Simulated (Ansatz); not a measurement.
## How fast states decay through KCl

Aim: the decay constants that govern tunnelling through KCl.

Calculated with Ansatz 0.2.0; PBE DFT, plane waves, PAW files, in the first sound run; inputs show where later runs differ.

**1. The structure**

The structure is cubic, space group Pm-3m (No. 221). The conventional cell has a = 3.839 Å, b = 3.839 Å, c = 3.839 Å, α = 90.00°, β = 90.00°, γ = 90.00°. Nearest to K lie 8 Cl at 3.32 Å. Nearest to Cl lie 8 K at 3.32 Å. Farther neighbours and most contacts between anions are not listed.

**2. Band edges**

The energy window and the wavevectors of the next steps follow from the band edges, so these are searched first, off the mesh as well.

input.yaml reads:

```yaml
crystal:
  lattice:
    - [3.839196, 0.0, 0.0]
    - [0.0, 3.839196, 0.0]
    - [0.0, 0.0, 3.839196]
  atoms:
    - { symbol: K, position: [0.0, 0.0, 0.0] }
    - { symbol: Cl, position: [0.5, 0.5, 0.5] }
kpoints:
  mp_grid: { grid: [6, 6, 6] }
  band_path: { path: [VBM, CBM], npoints: 30 }
scf:
  occupations: { method: fixed }
hamiltonian:
  xc: pbe
output:
  eigenvalues: true
```

On the command line:

```
$ ansatz run input.yaml --threads 2 --pin off --max-ram 4096MiB --backend cpu --events-out ev --progress --plain --runs-dir out
```

Numbers of over 12 decimals in the logs are rounded to 6 here.

The log of the run:

```text
Engine: ansatz 0.2.0, aarch64-unknown-linux-gnu
Pseudopotentials: kind: paw
Pseudopotential: K, paw, valence charge 9, recommended cutoff 420 eV (normal), K.paw.azcp
Pseudopotential: Cl, paw, valence charge 7, recommended cutoff 420 eV (normal), Cl.paw.azcp
Functional definition: PBE
  parameter kappa = 0.804
  parameter beta = 0.066725
  exchange = pbe_x(kappa = kappa, mu = beta*pi^2/3)
  correlation = pbe_c(beta = beta)
Crystal: 2 atoms, lattice volume = 56.588 Å³
Basis set: ecut = 420 eV, 1141 PW (Γ)
Bands: 12, of which v1, the nominal top of the filled ones, is band 8 counted from 1 (7 counted from 0)
Symmetry: 48 space group operations
Space group: Pm-3m (ITA 221), of the structure as read, at distance tolerance 3.8e-5 Å
k-points: 20 of 216
Non-local potential: K, projectors of the file, l = 0: 3, l = 1: 2, l = 2: 2
Non-local potential: Cl, projectors of the file, l = 0: 2, l = 1: 2, l = 2: 2
PAW form: soft (Blöchl's): semilocal exchange-correlation on the pseudo side does not see the compensation charge
PAW one-centre angular grid: K, 110 points (default); XC on 64 Gauss nodes
PAW one-centre angular grid: Cl, 110 points (default); XC on 64 Gauss nodes
Initial density: superposition of atomic densities (neutral atoms: chi_scale 0, normalization atom), corrected by the library's trained network
Initial wavefunctions: pseudopotential atomic-orbital guess
Functional: x = pbe(κ = 0.804, μ = 0.219515), c = pbe(β = 0.066725)
SCF iter   1: F=—  HF=-2621.070151 eV  |F-HF|=—  |Δ(HF+E_count)|=         —  Δρ=3.67e-4  dr2=1.24e-4  ethr=1.77e-3  ⟨swp⟩=4.8  Hψ=1311  notcnv=0  defer=30
preconditioner: auto → none  [insulator: Δε(μ)=4.783 eV  Ē_g=15.240 eV  n_scr=6 (ndim 8)  ℏωp=18.5 eV  f_vac=0.011  ε∞_Penn≈2.5]
SCF iter   2: F=—  HF=-2621.069910 eV  |F-HF|=—  |Δ(HF+E_count)|=   2.41e-4  Δρ=1.35e-4  dr2=1.13e-5  ethr=7.74e-7  ⟨swp⟩=2.1  Hψ=600  notcnv=0  defer=35
SCF iter   3: F=—  HF=-2621.069918 eV  |F-HF|=—  |Δ(HF+E_count)|=   8.28e-6  Δρ=5.88e-5  dr2=1.86e-6  ethr=7.08e-8  ⟨swp⟩=2.0  Hψ=380  notcnv=0  defer=20
SCF iter   4: F=—  HF=-2621.069919 eV  |F-HF|=—  |Δ(HF+E_count)|=   2.78e-7  Δρ=1.70e-5  dr2=1.31e-7  ethr=1.16e-8  ⟨swp⟩=2.0  Hψ=380  notcnv=0  defer=22
iter 5 did not close the SCF: its close was put off for the readings that it lacked (scf_convergence_deferred on its scf_iter line)
SCF iter   5: F=-2621.069919 eV  HF=-2621.069919 eV  |F-HF|=3.44e-8  |Δ(HF+E_count)|=   3.25e-7  Δρ=5.35e-6  dr2=1.16e-8  ethr=8.17e-10  ⟨swp⟩=2.2  Hψ=380  notcnv=0  defer=25
SCF iter   6: F=-2621.069919 eV  HF=-2621.069919 eV  |F-HF|=1.01e-9  |Δ(HF+E_count)|=   3.80e-8  Δρ=8.44e-7  dr2=2.35e-10  ethr=7.27e-11  ⟨swp⟩=4.0  Hψ=1304  notcnv=0
SCF 1 converged in 6 iterations: F = -2621.069919 eV  dr2 = 2.35e-10
  greatest PAW one-centre occupation: 0.987 electrons in one spin orbital (limit 2), on the K atom at site 0 (counted from 0), in its partial waves of l = 0
NSCF: frozen V_eff on 20 k-points
NSCF: frozen V_eff on 20 k-points
[...]
SCF converged after 6 iterations
Free energy (F): -2621.069919 eV
Harris-Foulkes:  -2621.069919 eV  (|F-HF|=1.01e-9)
Internal energy: -2621.069919 eV  (E = F + TS)
E sigma→0 (E₀):  -2621.069919 eV
Fermi energy:    2.135209 eV
--- Per-component energies (eV) ---
  E_band       = -120.532532
  E_kinetic    = 415.697756
  E_local      = -761.078088  (includes V_loc(G=0)·N_el)
  E_nonlocal   = 40.988302
  E_hartree    = 248.753519
  E_xc         = -243.111224
  E_vxc        = -287.959277  (∫ρ·V_xc dr)
  E_paw        = -1441.108824  (= ΣΔE_a)
  E_vpaw       = -25.688484  (= ΣTr[D̂ρ^β])
  E_aug_tail   = 0.000086  (compensation charges beyond the density's cutoff)
  E_ewald      = -881.211446
  E_smearing   = -0.000000  (= −TS)
  E_closure    = -0.000000  (closes the sum)
  Σ components = -2621.069919   (vs F -2621.069919, Δ=0.00e0)
--- Band table (eV; the first three rows and the last of 20) ---
  k-point 0: bands = [... 4 lower, -9.3085, 1.9326, 1.9326, 1.9326, 6.9326, 8.6953, 8.6953, 12.6913]
  k-point 1: bands = [... 4 lower, -9.2741, 1.4579, 1.9312, 1.9312, 7.5422, 8.9185, 9.2237, 12.5999]
  k-point 2: bands = [... 4 lower, -9.1990, 0.7022, 1.9276, 1.9276, 8.8201, 9.5266, 10.2096, 12.5226]
  k-point 19: bands = [... 4 lower, -9.4765, 0.8282, 0.8282, 0.8282, 10.9025, 10.9025, 10.9025, 11.9841]
```

Wall time 3.7 s (2 threads of Arm Neoverse N1, shared host); peak memory 0.25 GiB; 4.9 s of CPU time.

Numbers from this step:

| Quantity | Value |
| --- | --- |
| free energy | -2621.0699 eV |
| Fermi energy | 2.135 eV |
| gap on the k-mesh | 4.797 eV |
| gap on path | 4.797 eV, by band count; negative where bands overlap |
| direct gap on path | 5.000 eV |
| edge places on path | 0, 1.157 1/A along the path |

The electronic bands at the labelled points (eV, zero at the Fermi level (highest filled level under fixed occupations); v1 is the highest filled band, c1 the lowest empty one):

```csv
point,v3,v2,v1,c1,c2,c3
VBM,-1.19,-1.19,0.00,6.18,7.27,8.90
halfway,-1.05,-0.77,-0.16,6.67,7.39,8.38
CBM,-0.20,-0.20,-0.20,4.80,6.56,6.56
```

The electronic bands as a text plot (rows in eV, shown from -1.2 to 6.6 only; labels by their first letter):

```
    6.4 |     +++++++++               ++++                      +
    6.1 |+++++                            +++
    5.8 |                                    ++++
    5.4 |                                        ++++
    5.1 |                                            +++++
    4.8 |                                                 +++++++
    4.5 |
    4.1 |
    3.8 |
    3.5 |
    3.2 |
    2.8 |
    2.5 |
    2.2 |
    1.9 |
    1.5 |
    1.2 |
    0.9 |
    0.6 |
    0.2 |
   -0.1 |********************************************************
   -0.4 |                                   ****************
   -0.7 |                       *******************
   -1.0 |*********************************
         V                                                      C
```

The searched edges give 4.80 eV, as on the mesh.

**3. Decaying states in the gap, plane (001), k-mesh 6×6×6**

This step: PBE DFT, plane waves, PAW files; complex bands by layer matching along the plane's normal (Ansatz 0.2.0).

The same crystal is laid in a cell whose first two vectors span the (001) plane (indices of the standard conventional cell, whose axes can be ordered otherwise than in the bulk input). At fixed energy and wavevector in the plane the solver finds all kz, real and complex. A few wavevectors are listed, (0, 0), (0, -0.5) and (-0.5, -0.5) in units of the plane's reciprocal vectors; the slowest state needn't be among them.

input.yaml, the sections that differ from step 2:

```yaml
kpoints:
  mp_grid: { grid: [6, 6, 6] }
output:
  eigenvalues: true
  transmission:
    leads: [[0, 0]]
    kpoints: [[0.0, 0.0], [0.0, -0.5], [-0.5, -0.5]]
    e_range: [-1.0, 5.8]
    de: 0.11
# crystal, scf, hamiltonian: as in step 2
```

The log of the run:

```text
[...]
Crystal: 2 atoms, lattice volume = 56.588 Å³
Basis set: ecut = 420 eV, 1141 PW (Γ)
Bands: 12, of which v1, the nominal top of the filled ones, is band 8 counted from 1 (7 counted from 0)
Symmetry: 48 space group operations
[...]
k-points: 20 of 216
[...]
SCF iter   1: F=—  HF=-2621.070151 eV  |F-HF|=—  |Δ(HF+E_count)|=         —  Δρ=3.67e-4  dr2=1.24e-4  ethr=1.77e-3  ⟨swp⟩=4.8  Hψ=1311  notcnv=0  defer=30
[...]
SCF iter   6: F=-2621.069919 eV  HF=-2621.069919 eV  |F-HF|=1.01e-9  |Δ(HF+E_count)|=   3.80e-8  Δρ=8.44e-7  dr2=2.35e-10  ethr=7.27e-11  ⟨swp⟩=4.0  Hψ=1304  notcnv=0
SCF 1 converged in 6 iterations: F = -2621.069919 eV  dr2 = 2.35e-10
[...]
transmission: 6 of 18 steps passed
transmission: 12 of 18 steps passed
transmission: 18 of 18 steps passed
SCF converged after 6 iterations
Free energy (F): -2621.069919 eV
[...]
Internal energy: -2621.069919 eV  (E = F + TS)
E sigma→0 (E₀):  -2621.069919 eV
Fermi energy:    2.135209 eV
[...]
--- Band table (eV; the first three rows and the last of 20) ---
  k-point 0: bands = [... 4 lower, -9.3085, 1.9326, 1.9326, 1.9326, 6.9326, 8.6953, 8.6953, 12.6913]
  k-point 1: bands = [... 4 lower, -9.2741, 1.4579, 1.9312, 1.9312, 7.5422, 8.9185, 9.2237, 12.5999]
  k-point 2: bands = [... 4 lower, -9.1990, 0.7022, 1.9276, 1.9276, 8.8201, 9.5266, 10.2096, 12.5226]
  k-point 19: bands = [... 4 lower, -9.4765, 0.8282, 0.8282, 0.8282, 10.9025, 10.9025, 10.9025, 11.9841]
--- Transmission ---
  basis      : 137 plane waves across, 6 finite elements along
  points     : 3, as listed
  energies   : 62 from -1.000000 to 5.710000 eV about the Fermi level, 0.110000 eV apart; the leads are filled to 2.398717 eV, and channels, transmission and decay are at 2.410000 eV
  crystal 0  : K1Cl1, at the sites [0, 0], period 3.8392 Å: whole cells are its period
    offset         : up to 0.0000 Å between an atom of the period and one for which it stands
    channels       : 0.000000e0 a spin
    conductance    : none, the energies end too early or step too widely for 300 K: set another output.transmission.e_range or a lower de, or, where they end at an eighth of basis.ecutwfc, a higher one
    slowest decay  : 0.3563 /Å at (0.0000, 0.0000)
```

Run time: 40 s. Hardware: 2 threads; peak memory 0.35 GiB; 36 s of CPU time.

This step gave:

| Quantity | Value |
| --- | --- |
| level to which the leads are filled | 2.399 eV from the Fermi level |
| decay constant at the filling level, zone centre | 0.3563 Å⁻¹ |
| decay constant at the filling level, slowest listed point | 0.3563 Å⁻¹ |

K parallel (0, 0); values up to 1.5 1/Å, a degenerate pair printed once or twice; energies at which all values exceed this have no row. The Im kz of the slowest decaying states by energy, zero at the highest filled level on the SCF mesh:

```csv
energy (eV),decay 1 (Å⁻¹),decay 2 (Å⁻¹),decay 3 (Å⁻¹),decay 4 (Å⁻¹)
-1.000,0.891,1.08,1.26,1.48
-0.450,0.865,0.909,1.07,1.42
-0.010,0.152,0.843,0.936,1.38
0.540,0.270,0.813,1.08,1.32
0.980,0.315,0.786,1.11,1.28
1.530,0.346,0.750,1.13,1.22
1.970,0.356,0.719,1.13,1.16
2.520,0.355,0.676,1.09,1.12
2.960,0.343,0.639,1.04,1.11
3.510,0.312,0.588,0.957,1.10
3.950,0.269,0.544,0.889,1.08
4.500,0.171,0.483,0.793,1.05
5.050,0.416,0.683,1.02,1.35
5.490,0.353,0.579,0.993,1.31
```

K parallel (0, -0.5); values up to 1.5 1/Å, a degenerate pair printed once or twice; energies at which all values exceed this have no row. Table of Im kz of the slowest decaying states by energy, zero at the highest filled level on the SCF mesh:

```csv
energy (eV),decay 1 (Å⁻¹),decay 2 (Å⁻¹),decay 3 (Å⁻¹),decay 4 (Å⁻¹)
-1.00,0.273,0.800,1.10,1.25
-0.67,0.415,0.656,1.08,1.24
-0.34,0.391,0.492,1.06,1.22
-0.01,0.205,0.542,1.03,1.20
0.32,0.312,0.511,0.577,1.01
0.65,0.374,0.600,0.639,0.989
0.98,0.416,0.615,0.709,0.967
1.31,0.447,0.623,0.753,0.945
1.64,0.469,0.626,0.782,0.922
1.97,0.485,0.625,0.800,0.900
2.30,0.496,0.619,0.812,0.877
2.74,0.506,0.605,0.818,0.845
3.07,0.509,0.590,0.818,0.820
3.40,0.509,0.571,0.794,0.814
3.73,0.507,0.549,0.768,0.807
4.06,0.502,0.522,0.740,0.797
4.39,0.489,0.495,0.711,0.784
4.72,0.451,0.485,0.681,0.768
5.05,0.405,0.473,0.648,0.750
5.38,0.348,0.459,0.614,0.724
5.71,0.272,0.441,0.576,0.669
```

K parallel (-0.5, -0.5); values up to 1.5 1/Å, a degenerate pair printed once or twice; energies at which all values exceed this have no row. Im kz of the slowest decaying states against energy, zero at the highest filled level on the SCF mesh:

```csv
energy (eV),decay 1 (Å⁻¹),decay 2 (Å⁻¹),decay 3 (Å⁻¹)
-1.00,0.575,0.879,1.36
-0.78,0.772,0.870,1.31
-0.67,0.848,0.866,1.27
-0.45,0.856,1.02,1.16
-0.23,0.846,1.11,-
-0.12,0.841,1.11,-
-0.01,0.835,1.12,-
0.10,0.126,0.830,1.12
0.32,0.217,0.819,1.13
0.43,0.247,0.813,1.13
0.65,0.292,0.801,1.13
0.76,0.310,0.795,1.14
0.98,0.340,0.783,1.13
1.20,0.363,0.769,1.13
1.31,0.373,0.763,1.13
1.53,0.390,0.749,1.13
1.75,0.404,0.734,1.12
1.86,0.410,0.727,1.12
2.08,0.419,0.712,1.11
2.30,0.427,0.696,1.10
2.41,0.429,0.687,1.10
2.63,0.434,0.670,1.09
2.85,0.437,0.652,1.08
2.96,0.438,0.643,1.07
3.18,0.438,0.623,1.06
3.40,0.437,0.603,1.05
3.51,0.437,0.593,1.05
3.73,0.434,0.570,1.03
3.95,0.429,0.547,1.02
4.06,0.427,0.535,1.01
4.28,0.421,0.509,0.997
4.39,0.417,0.495,0.990
4.61,0.409,0.466,0.974
4.83,0.399,0.435,0.957
4.94,0.394,0.418,0.948
5.16,0.381,0.382,0.930
5.38,0.339,0.368,0.911
5.49,0.316,0.360,0.901
5.71,0.262,0.343,0.881
```

At the listed wavevectors the last open channel is at -0.01 eV and the next at +4.83 eV on the grid. At +2.41 eV, the grid energy nearest the filling level (the middle of the gap on the SCF mesh), the slowest state at the listed wavevectors decays with κ = 0.356 Å⁻¹, its amplitude falling by e over 2.8 Å. Through 1 nm of this crystal that state's transmission falls by exp(−2 × 0.356 Å⁻¹ × 10 Å) = 8.0e-4.

**4. Decay over the two-dimensional zone, plane (001), k-mesh 6×6×6**

The listed points could miss the slowest state, so one energy near mid-gap is solved on a mesh of 16×16.

input.yaml, the sections that differ from step 3:

```yaml
output:
  eigenvalues: true
  transmission: { leads: [[0, 0]], kmesh: [16, 16], e_range: [2.4, 2.41], de: 0.05 }
# crystal, kpoints, scf, hamiltonian: as in step 3
```

The log of the run:

```text
[...]
Crystal: 2 atoms, lattice volume = 56.588 Å³
Basis set: ecut = 420 eV, 1141 PW (Γ)
Bands: 12, of which v1, the nominal top of the filled ones, is band 8 counted from 1 (7 counted from 0)
Symmetry: 48 space group operations
[...]
k-points: 20 of 216
[...]
SCF iter   1: F=—  HF=-2621.070151 eV  |F-HF|=—  |Δ(HF+E_count)|=         —  Δρ=3.67e-4  dr2=1.24e-4  ethr=1.77e-3  ⟨swp⟩=4.8  Hψ=1311  notcnv=0  defer=30
[...]
SCF iter   6: F=-2621.069919 eV  HF=-2621.069919 eV  |F-HF|=1.01e-9  |Δ(HF+E_count)|=   3.80e-8  Δρ=8.44e-7  dr2=2.35e-10  ethr=7.27e-11  ⟨swp⟩=4.0  Hψ=1304  notcnv=0
SCF 1 converged in 6 iterations: F = -2621.069919 eV  dr2 = 2.35e-10
[...]
transmission: 40 of 225 steps passed
transmission: 60 of 225 steps passed
[...]
transmission: 225 of 225 steps passed
SCF converged after 6 iterations
Free energy (F): -2621.069919 eV
[...]
Internal energy: -2621.069919 eV  (E = F + TS)
E sigma→0 (E₀):  -2621.069919 eV
Fermi energy:    2.135209 eV
[...]
--- Band table (eV; the first three rows and the last of 20) ---
  k-point 0: bands = [... 4 lower, -9.3085, 1.9326, 1.9326, 1.9326, 6.9326, 8.6953, 8.6953, 12.6913]
  k-point 1: bands = [... 4 lower, -9.2741, 1.4579, 1.9312, 1.9312, 7.5422, 8.9185, 9.2237, 12.5999]
  k-point 2: bands = [... 4 lower, -9.1990, 0.7022, 1.9276, 1.9276, 8.8201, 9.5266, 10.2096, 12.5226]
  k-point 19: bands = [... 4 lower, -9.4765, 0.8282, 0.8282, 0.8282, 10.9025, 10.9025, 10.9025, 11.9841]
--- Transmission ---
  basis      : 137 plane waves across, 5 finite elements along
  points     : 45, standing for a mesh of 16 x 16
  energies   : 1 from 2.400000 to 2.400000 eV about the Fermi level; the leads are filled to 2.398717 eV, and channels, transmission and decay are at 2.400000 eV
  crystal 0  : K1Cl1, at the sites [0, 0], period 3.8392 Å: whole cells are its period
[...]
channels       : 0.000000e0 a spin
    conductance    : none, crystal 0 has no channel at the energies, or these end too early or step too widely for 300 K: set another output.transmission.e_range or a lower de, or, where they end at an eighth of basis.ecutwfc, a higher one
    slowest decay  : 0.3564 /Å at (0.0000, 0.0000)
```

Wall time 22 s (2 threads); peak memory 0.35 GiB; 36 s of CPU time.

Numbers from this step:

| Quantity | Value |
| --- | --- |
| least decay constant on the mesh | 0.3564 Å⁻¹ |

Slowest decay constant (1/Å; 0 where a channel is open) over k1 and k2. At 2.4000 eV from the Fermi level.

Ten even steps from '0' (0.356) to '9' (0.499):
```
5556789999987655
5566778888877665
6666667777766666
7776655555556677
8876554333455678
9987543212345789
9987532101235789
9987531000135789
9987532101235789
9987543212345789
8876554333455678
7776655555556677
6666667777766666
5566778888877665
5556789999987655
5556789999987655
```
Columns: k1 (b1) from -0.5 to 0.438; rows upwards: k2 (b2) from -0.5 to 0.438.

The least value on the mesh is 0.356 Å⁻¹ at +2.40 eV. At that energy the listed points give about 0.356 Å⁻¹ by interpolation, so the mesh holds no clearly slower state.

(Continued in part 2 of 3.)

[Logs are printed without paths, hosts, clocks, repeated set-up lines and the standing remarks that a program may print on its own settings, such as how far it seeks lower states.]

[Hosts, paths, dates, database ids (printed as entryN), source tags and the programs' standing remarks are cut or masked in the printed files.]
